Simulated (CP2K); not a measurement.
La under changes of volume

One of the cells (38.320 Å³/atom); the others are scaled copies at fixed shape and fractional positions:

```
La
1.0
     3.67858    0.00000    0.00000
    -1.22619    3.46820    0.00000
    -1.22619   -1.73410    3.00355
La
1
Direct
  0.00000 0.00000 0.00000
```

This isn't the form of La at room conditions, which is double hcp.

* Program: CP2K 2026.2
* Functional: PBEsol
* Potentials or basis: GTH_POTENTIALS La GTH-PBE-q11; TZVP-MOLOPT-SR-GTH basis
* Density cutoff: 6123 eV
* k mesh: 9 × 9 × 9
* Occupations: fermi-dirac, width 0.05 eV
* Spin: no spin polarisation

```csv
volume (Å³/atom),energy over the lowest point (meV/atom),pressure (GPa)
36.020,0.00,0.0
36.787,1.78,-0.6
37.553,6.29,-1.2
38.320,13.32,-1.7
39.086,?,?
39.852,34.06,-2.5
40.619,47.39,-2.9
```

Task: What does the run at 39.086 Å³/atom give?

Result: Energy over the lowest point 22.64 meV/atom; pressure -2.1 GPa.

Worked out: A Birch-Murnaghan fit of order 3 (a polynomial in V^(-2/3)) to the other rows has its minimum at 35.94 Å³/atom, just outside them, with B0 = V·E''(V) = 30 GPa and B' = 3.3. It gives 22.64 meV/atom at 39.086 Å³/atom, against the run's 22.64, and -dE/dV = -2.2 GPa, against -2.1.

Energies are extrapolated to zero smearing.

Caveats: the potentials were made for another functional, which shifts forces and pressure; the basis of atomic orbitals isn't converged, which shifts pressures, moduli and gaps.
